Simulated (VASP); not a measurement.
# ZrSe2 (P-3m1) in VASP: settings compared

Aim: see how the results for ZrSe2 move with the level of theory and the settings. Levels: PBEsol, r2SCAN. Tasks: relaxation of cell and atoms.

Everything below comes from runs of VASP 6.6.1. Logs are shortened: lines on timing, memory, paths and dates and some standing lists are left out, and cuts for length are marked.

### Step 1. Starting point

Symmetry: P-3m1, No. 164, trigonal system. The conventional cell has a = 3.798 Å, b = 3.798 Å, c = 6.192 Å, α = 90.00°, β = 90.00°, γ = 120.00°. Zr (site symmetry -3m) has 6 Se at 2.68 Å as nearest neighbours. Se (site symmetry 3m) is surrounded by 3 Zr at 2.68 Å.

### Step 2. Relaxation of cell and atoms, PBEsol

The input, INCAR:

```
PREC = Accurate
ENCUT = 600
EDIFF = 1E-6
ISMEAR = 0
SIGMA = 0.03
LREAL = F
LASPH = T
NELM = 80
ALGO = Normal
ISIF = 3
LWAVE = F
LCHARG = F
GGA = PS
IBRION = 2
NSW = 90
EDIFFG = -0.01
```

The input, KPOINTS:

```
Automatic mesh
0
Gamma
  9 9 5
```

The input, POSCAR:

```
ZrSe2
1.0
    3.7980000000      0.0000000000      0.0000000000
   -1.8990000000      3.2891644836      0.0000000000
    0.0000000000      0.0000000000      6.1920000000
Zr Se
1 2
Direct
    0.0000000000      0.0000000000      0.0000000000
    0.3333333333      0.6666666667      0.2500000000
    0.6666666667      0.3333333333      0.7500000000
```

Potentials or basis: VASP PAW PBE potentials, release 64 (Zr_sv, Se).

Command:

```
$ cat potpaw_PBE.64/Zr_sv/POTCAR potpaw_PBE.64/Se/POTCAR > POTCAR
$ mpirun -np 1 vasp_std > vasp.out
```

OUTCAR:

```text
PREC = Accurate
   ENCUT = 600
   EDIFF = 1E-6
   ISMEAR = 0
   LREAL = F
   LASPH = T
   NELM = 80
   ISIF = 3
   GGA = PS
   IBRION = 2
   NSW = 90
   EDIFFG = -0.01

 ion  position               nearest neighbor table
   1  0.000  0.000  0.000-   2 2.68   3 2.68   3 2.68   2 2.68   3 2.68   2 2.68
   2  0.333  0.667  0.250-   1 2.68   1 2.68   1 2.68
   3  0.667  0.333  0.750-   1 2.68   1 2.68   1 2.68

  LATTYP: Found a hexagonal cell.
 ALAT       =     3.7980000000
 C/A-ratio  =     1.6303317536

  Lattice vectors:

 A1 = (   3.7980000000,   0.0000000000,   0.0000000000)
 A2 = (  -1.8990000000,   3.2891644836,   0.0000000000)
 A3 = (   0.0000000000,   0.0000000000,   6.1920000000)

Analysis of symmetry for initial positions (statically):
=====================================================================
 Subroutine PRICEL returns:
 Original cell was already a primitive cell.

 Routine SETGRP: Setting up the symmetry group for a
 hexagonal supercell.

 Subroutine GETGRP returns: Found 12 space group operations
 (whereof 12 operations were pure point group operations)
 out of a pool of 24 trial point group operations.

The static configuration has the point symmetry D_3d.

Analysis of symmetry for dynamics (positions and initial velocities):
=====================================================================
 Subroutine PRICEL returns:
 Original cell was already a primitive cell.

 Routine SETGRP: Setting up the symmetry group for a
 hexagonal supercell.

 Subroutine GETGRP returns: Found 12 space group operations
 (whereof 12 operations were pure point group operations)
 out of a pool of 24 trial point group operations.

The dynamic configuration has the point symmetry D_3d.

 Subroutine INISYM returns: Found 12 space group operations
 (whereof 12 operations are pure point group operations),
 and found     1 'primitive' translations

----------------------------------------------------------------------------------------

                                     Primitive cell

  volume of cell :      77.3520

  direct lattice vectors                    reciprocal lattice vectors
     3.798000000  0.000000000  0.000000000     0.263296472  0.152014289  0.000000000
    -1.899000000  3.289164484  0.000000000     0.000000000  0.304028578  0.000000000
     0.000000000  0.000000000  6.192000000     0.000000000  0.000000000  0.161498708

  length of vectors
     3.798000000  3.798000000  6.192000000     0.304028578  0.304028578  0.161498708

  position of ions in fractional coordinates (direct lattice)
     0.000000000  0.000000000  0.000000000
     0.333333333  0.666666667  0.250000000
     0.666666667  0.333333333  0.750000000

  ion indices of the primitive-cell ions
   primitive index   ion index
                 1           1
                 2           2
                 3           3

----------------------------------------------------------------------------------------

 KPOINTS: Automatic mesh

Automatic generation of k-mesh.
 Grid dimensions read from file:
 generate k-points for:    9    9    5

 Generating k-lattice:

  Cartesian coordinates                     Fractional coordinates (reciprocal lattice)
     0.029255164  0.016890477  0.000000000     0.111111111  0.000000000  0.000000000
     0.000000000  0.033780953  0.000000000     0.000000000  0.111111111  0.000000000
     0.000000000  0.000000000  0.032299742     0.000000000  0.000000000  0.200000000

  Length of vectors
     0.033780953  0.033780953  0.032299742

  Shift w.r.t. Gamma in fractional coordinates (k-lattice)
     0.000000000  0.000000000  0.000000000

 Subroutine IBZKPT returns following result:
 ===========================================

 Found     50 irreducible k-points:

 Following reciprocal coordinates:
            Coordinates               Weight
  0.000000  0.000000  0.000000      1.000000
  0.111111  0.000000  0.000000      6.000000
  0.222222  0.000000  0.000000      6.000000
  0.333333 -0.000000  0.000000      6.000000
  0.444444  0.000000  0.000000      6.000000
  0.111111  0.111111  0.000000      6.000000
[... 16 lines left out ...]
  0.222222  0.111111  0.200000     12.000000
 -0.111111  0.333333  0.200000     12.000000
 [... further k-points ...]
   k-points           NKPTS =     50   k-points in BZ     NKDIM =     50   number of bands    NBANDS=     16
   number of dos      NEDOS =    301   number of ions     NIONS =      3
   total plane-waves  NPLWV =  45000
   dimension x,y,z NGX =    30 NGY =   30 NGZ =   50
   dimension x,y,z NGXF=    60 NGYF=   60 NGZF=  100
   ions per type =               1   2
   NGX,Y,Z   is equivalent  to a cutoff of  13.13, 13.13, 13.42 a.u.
   NGXF,Y,Z  is equivalent  to a cutoff of  26.26, 26.26, 26.85 a.u.
 SYSTEM =  unknown system
   PREC   = accura    normal or accurate (medium, high low for compatibility)
   ISTART =      0    job   : 0-new  1-cont  2-samecut
   ICHARG =      2    charge: 1-file 2-atom 10-const
   ISPIN  =      1    spin polarized calculation?
   LNONCOLLINEAR =      F non collinear calculations
   LSORBIT =      F    spin-orbit coupling
   LASPH  =      T    aspherical Exc in radial PAW
   ENCUT  =  600.0 eV  44.10 Ry    6.64 a.u.   7.59  7.59 12.37*2*pi/ulx,y,z
   NELM   =     80;   NELMIN=  2; NELMDL= -5     # of ELM steps
   EDIFF  = 0.1E-05   stopping-criterion for ELM
   LREAL  =      F    real-space projection
   EDIFFG = -.1E-01   stopping-criterion for IOM
   NSW    =     90    number of steps for IOM
   IBRION =      2    ionic relax: 0-MD 1-quasi-New 2-CG
   NFREE  =      1    steps in history (QN), initial steepest desc. (CG)
   ISIF   =      3    stress and relaxation
   ISYM   =      2    0-nonsym 1-usesym 2-fastsym
   POTIM  = 0.5000    time-step for ionic-motion
   TEBEG  =    0.0;   TEEND  =   0.0 temperature during run
   PSTRESS=    0.0 pullay stress
   NELECT =      24.0000    total number of electrons
   NUPDOWN=      -1.0000    fix difference up-down
   EMIN   =  10.00;   EMAX   =-10.00  energy-range for DOS
   EFERMI =   0.00;   METHOD = LEGACY
   ISMEAR =     0;   SIGMA  =   0.03  broadening in eV -4-tet -1-fermi 0-gaus
   EFERMI_NEDOS =   21; number of points for ismear=-14 and -15
   IALGO  =     38    algorithm
   IMIX   =      4    mixing-type and parameters
     AMIX     =   0.40;   BMIX     =  1.00
     AMIX_MAG =   1.60;   BMIX_MAG =  1.00
  volume/ion in A,a.u.               =      25.78       174.00
  Fermi-wavevector in a.u.,A,eV,Ry     =   1.108293  2.094371 16.712230  1.228314
  Thomas-Fermi vector in A             =   2.244819
   LORBIT       =      0    0 simple, 1 ext, 2 COOP (PROOUT), +10 PAW based schemes
   GGA     = PS    functional components
   LHFCALC =     F    Hartree Fock is set to
   AEXX    =    0.0000 exact exchange contribution
   IVDW    =     0    specifies the selected vdW correction
   LEPSILON=     F    determine dielectric tensor
   LRPA    =     F    only Hartree local field effects (RPA)
 conjugate gradient relaxation of ions
 non-spin polarized calculation
 Gauss-broadening in eV      SIGMA  =   0.03
  energy-cutoff  :      600.00
  volume of cell :       77.35
 maximum number of plane-waves:      2605
   NGX = 15   NGY = 15   NGZ = 25

--------------------------------------- Ionic step        1  -------------------------------------------

 number of electron      24.0000000 magnetization

 Free energy of the ion-electron system (eV)
  ---------------------------------------------------
  ext. energy  EPLUGINS =         0.00000000
  ---------------------------------------------------
  free energy    TOTEN  =       -20.79340889 eV

  energy without entropy =      -20.79340889  energy(sigma->0) =      -20.79340889

------------------------ aborting loop because EDIFF is reached ----------------------------------------

  FORCE on cell =-STRESS in cart. coord.  units (eV):
  Direction    XX          YY          ZZ          XY          YZ          ZX
  --------------------------------------------------------------------------------------
  -------------------------------------------------------------------------------------
  Total       -0.8487926     -0.8487926      0.1687145      0.0000000     -0.0000000     -0.0000000
  in kB      -17.5808833    -17.5808833      3.4945526      0.0000000     -0.0000000     -0.0000000
  external PRESSURE =     -10.5557380 kB  Pullay stress =       0.0000000 kB
[... 92 lines left out ...]
  FREE ENERGIE OF THE ION-ELECTRON SYSTEM (eV)
  ---------------------------------------------------
  free  energy   TOTEN  =       -20.8051409617 eV

  energy  without entropy=      -20.8051409617  energy(sigma->0) =      -20.80514096

[... ionic steps 4 to 15 ...]

--------------------------------------- Ionic step       16  -------------------------------------------

 number of electron      24.0000000 magnetization

------------------------ aborting loop because EDIFF is reached ----------------------------------------

  FORCE on cell =-STRESS in cart. coord.  units (eV):
  Direction    XX          YY          ZZ          XY          YZ          ZX
  --------------------------------------------------------------------------------------
  -------------------------------------------------------------------------------------
  Total        0.0291853      0.0291853      0.0205507      0.0000000      0.0000000      0.0000000
  in kB        0.6307522      0.6307522      0.4441417      0.0000000      0.0000000      0.0000000
  external PRESSURE =       0.5685487 kB  Pullay stress =       0.0000000 kB
[... 59 lines left out ...]
  energy  without entropy=      -20.8136497690  energy(sigma->0) =      -20.81365113

--------------------------------------- Ionic step       18  -------------------------------------------

 number of electron      24.0000000 magnetization

 Free energy of the ion-electron system (eV)
  ---------------------------------------------------
  ext. energy  EPLUGINS =         0.00000000
  ---------------------------------------------------
  free energy    TOTEN  =       -20.81366289 eV

  energy without entropy =      -20.81366007  energy(sigma->0) =      -20.81366148

 E-fermi :   4.6755     XC(G=0):  -9.8531

 val. band max:        4.6145311141   @ k =   0.0000   0.0000   0.0000
 cond. band min:       4.7434661664   @ k =   0.0000   0.4444   0.4000
 fundamental gap:      0.1289350523
 Fermi energy:         4.6754949070

 k-point     1 :       0.0000    0.0000    0.0000
  band No.  band energies     occupation
      1     -44.7239      2.00000
      2     -22.8217      2.00000
      3     -22.6950      2.00000
      4     -22.6950      2.00000
      5      -8.8143      2.00000
      6      -7.4810      2.00000
[... 8 lines left out ...]
     15       5.9304      0.00000
     16       8.8132      0.00000
[... 420 lines left out ...]
  band No.  band energies     occupation
      1     -44.7141      2.00000
      2     -22.8292      2.00000
      3     -22.7876      2.00000
      4     -22.7333      2.00000
      5      -8.0885      2.00000
      6      -7.5456      2.00000
[... 8 lines left out ...]
     15       7.3984      0.00000
     16       8.2552      0.00000

 [... further k-points ...]

------------------------ aborting loop because EDIFF is reached ----------------------------------------

  FORCE on cell =-STRESS in cart. coord.  units (eV):
  Direction    XX          YY          ZZ          XY          YZ          ZX
  --------------------------------------------------------------------------------------
  -------------------------------------------------------------------------------------
  Total        0.0075385      0.0075385      0.0033388      0.0000000      0.0000000     -0.0000000
  in kB        0.1628255      0.1628255      0.0721154      0.0000000      0.0000000     -0.0000000
  external PRESSURE =       0.1325888 kB  Pullay stress =       0.0000000 kB
[... 18 lines left out ...]
  FREE ENERGIE OF THE ION-ELECTRON SYSTEM (eV)
  ---------------------------------------------------
  free  energy   TOTEN  =       -20.8136628935 eV

  energy  without entropy=      -20.8136600662  energy(sigma->0) =      -20.81366148

 reached required accuracy - stopping structural energy minimisation
```

Run time: 7.4 min. Hardware: 1 thread of Intel Xeon Platinum 8488C (Sapphire Rapids), shared host; peak memory 0.27 GiB.

Results:

```
Free energy                            : -20.8137 eV
Relaxed volume                         : 24.73 Å³/atom
Relaxed cell                           : a = 3.733 Å, b = 3.733 Å, c = 6.146 Å, α = 90.00°, β = 90.00°, γ = 120.00°
Space group after relaxing (to 0.05 Å) : P-3m1 (No. 164)
Energy gained by relaxing              : 6.8 meV/atom
Ionic steps                            : 18
Pressure after relaxing                : 0.0 GPa
Largest force after relaxing           : 0.004 eV/Å
Band gap on the k mesh                 : 0.13 eV, indirect (least direct gap 1.01 eV)
```

Forces in eV/Å, atoms in the order of the input:
```
Zr   0.000  0.000  0.000
Se   0.000  0.000  0.004
Se   0.000  0.000 -0.004
```

Step by step:
| step | energy change (eV) | largest force (eV/Å) | pressure (GPa) | volume (Å³) |
| --- | --- | --- | --- | --- |
| 1 | 0.0000 | 0.1101 | -1.06 | 77.35 |
| 2 | -0.0117 | 0.2678 | 0.78 | 75.46 |
| 3 | -0.0117 | 0.2575 | 0.67 | 75.58 |
| 4 | -0.0173 | 0.0111 | -0.14 | 75.71 |
| 5 | -0.0175 | 0.0436 | -0.04 | 75.69 |
| 6 | -0.0178 | 0.0376 | -0.08 | 75.64 |
| 7 | -0.0186 | 0.0209 | -0.22 | 75.46 |
| 8 | -0.0191 | 0.0137 | -0.47 | 75.11 |
| 9 | -0.0192 | 0.0102 | -0.47 | 75.05 |
| 10 | -0.0194 | 0.0006 | -0.36 | 74.87 |
| 11 | -0.0197 | 0.0186 | -0.18 | 74.52 |
| 12 | -0.0195 | 0.0566 | 0.18 | 73.82 |
| 13 | -0.0198 | 0.0297 | -0.08 | 74.33 |
| 14 | -0.0199 | 0.0281 | -0.07 | 74.31 |
| 15 | -0.0201 | 0.0228 | -0.02 | 74.25 |
| 16 | -0.0202 | 0.0122 | 0.06 | 74.13 |
| 17 | -0.0202 | 0.0131 | 0.05 | 74.14 |
| 18 | -0.0203 | 0.0037 | 0.01 | 74.18 |

Final structure:
```
Zr Se
1.0
     3.73304    0.00000    0.00000
    -1.86652    3.23290    0.00000
     0.00000    0.00000    6.14638
Zr Se
1 2
Cartesian
  0.0000 0.0000 0.0000
  0.0000 2.1553 1.5879
  1.8665 1.0776 4.5585
```

Caveat: the PAW data sets were made with another functional, which shifts forces and pressure a little; an odd mesh through Γ misses points on the zone boundary, where band edges often lie; this functional lacks dispersion, which binds the layers, so the pressure and a relaxed spacing across them are unreliable.

### Step 3. Relaxation of cell and atoms, PBEsol

This run uses another cell than the first one, of 24.73 Å³/atom, 0.959 times its volume.

Changes to INCAR since step 2:

```diff
@@ -2,3 +2,3 @@
 ENCUT = 600
-EDIFF = 1E-6
+EDIFF = 1E-7
 ISMEAR = 0
@@ -15,2 +15,2 @@
 NSW = 90
-EDIFFG = -0.01
+EDIFFG = -0.005
```

KPOINTS is that of step 2.

The input, POSCAR:

```
ZrSe2                                   
1.0
    3.7330361443      0.0000000000     -0.0000000000
   -1.8665180721      3.2329041342     -0.0000000000
   -0.0000000000     -0.0000000000      6.1463817916
  Zr              Se            
     1     2
Direct
     0.0000000000000000    0.0000000000000000    0.0000000000000000
     0.3333333332999970    0.6666666667000030    0.2583415957590215
     0.6666666667000030    0.3333333332999970    0.7416584042409785
```

Potentials or basis: VASP PAW PBE potentials, release 64 (Zr_sv, Se).

Command:

```
$ cat potpaw_PBE.64/Zr_sv/POTCAR potpaw_PBE.64/Se/POTCAR > POTCAR
$ mpirun -np 1 vasp_std > vasp.out
```

Run time: 44 s. Hardware: 1 thread of Intel Xeon Platinum 8488C (Sapphire Rapids), shared host; peak memory 0.24 GiB.

Results (log left out):

- Free energy: -20.8133 eV
- Pressure after relaxing: 0.0 GPa
- Largest force after relaxing: 0.004 eV/Å
- Band gap on the k mesh: 0.13 eV, indirect (least direct gap 1.01 eV)

Forces on the atoms (eV/Å):
```
Zr   0.000  0.000  0.000
Se   0.000  0.000  0.004
Se   0.000  0.000 -0.004
```

Final structure:
```
Zr Se
1.0
     3.73304    0.00000    0.00000
    -1.86652    3.23290    0.00000
     0.00000    0.00000    6.14638
Zr Se
1 2
Direct
  0.00000 0.00000 0.00000
  0.33333 0.66667 0.25834
  0.66667 0.33333 0.74166
```

Levels at points of the mesh, in eV from the valence-band top:
| k point | band 8 | band 9 | band 10 | band 11 | band 12 | band 13 | band 14 | band 15 | band 16 |
| --- | --- | --- | --- | --- | --- | --- | --- | --- | --- |
| (0.00, 0.00, 0.00) | -2.68 | -2.68 | -0.03 | 0.00 | 0.00 | 1.01 | 1.01 | 1.32 | 4.20 |

Caveat: the relaxation stopped at its first step, so nothing moved; the PAW data sets were made with another functional, which shifts forces and pressure a little; an odd mesh through Γ misses points on the zone boundary, where band edges often lie; this functional lacks dispersion, which binds the layers, so the pressure and a relaxed spacing across them are unreliable. PBEsol gaps usually lie below the measured ones, often by a third to a half.

[end of part 1 of 2]
